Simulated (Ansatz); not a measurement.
Runs of Ansatz 0.2.0 on Al. It takes space group Im-3m (No. 229, cubic). Conventional cell: a = 3.182 Å, b = 3.182 Å, c = 3.182 Å, α = 90.00°, β = 90.00°, γ = 90.00°. Around Al (site symmetry m-3m) lie 8 Al at 2.76 Å. This isn't the form of Al at room conditions, which is fcc.

```tsv
task	level	potentials or basis	spin	fixed moment (μB)	cell	k mesh	cutoff (eV)	smearing	scf mixing algorithm	scf mixing beta	scf mixing ndim	magnetic field	sphere radius (all atoms)	basis error allowed	other keys	gap on the mesh (eV)	pressure (GPa)	moment (μB)
elastic constants	B88-PBE	all-electron LAPW, scalar-relativistic	off	-	as given	9 × 9 × 9	145	fermi-dirac 0.1 eV	-	-	-	-	-	0.002 eV/atom	-	none	4.5	-
projected density of states	revPBE	all-electron LAPW, relativistic spinors	non-collinear, random start, SOC	-	as given	9 × 9 × 9	147	fermi-dirac 0.01 eV	anderson	0.2	4	-	-	0.001 eV/atom	scf.mixing.algorithm = anderson; scf.mixing.beta = 0.2; …	-	(a)	0.00
magnetic field	revPBE	all-electron LAPW, point nuclei	collinear, random start	-	cell strained at random at fixed volume	12 × 12 × 12	150	gaussian 0.1 eV	-	-	-	1000 T	-	0.001 eV/atom	-	none	4.9	0.05
band structure	RPBE+D4	all-electron PAW datasets made for the crystal	collinear, ferromagnetic start	1.0	volume scaled by 1.25	12 × 12 × 12	120	gaussian 0.01 eV	-	-	-	-	-	-	-	-	-6.9	-
relaxation of cell and atoms	revPBE+D3(BJ)+ATM	all-electron LAPW, non-relativistic	collinear, random start	-	relaxed from: cell stretched	12 × 12 × 12	-	cold 0.025 eV	-	-	-	-	1.188 Å	0.001 eV/atom	hamiltonian.pseudopotentials.lapw.muffin_tin_radii = 1.188	-	0.0	0.00
```

Estimate the missing entries.

(a) 5.2.

Caveats: the k mesh is thin for a metal, which can move the energy by tens of meV per atom (some runs); the starting moments weren't kept (some runs); the cell is more than 3 GPa from zero pressure, which shifts response properties (some runs); the elastic tensor has a negative eigenvalue, so either the cell is unstable as it stands or the mesh is too thin (some runs); the total moment is fixed, so each spin has its own Fermi level (some runs).

A gap of «none» marks a metal or a gap under the smearing width.

The runs don't all hold the same shells in valence.

Runs at the PBE level aren't shown here.
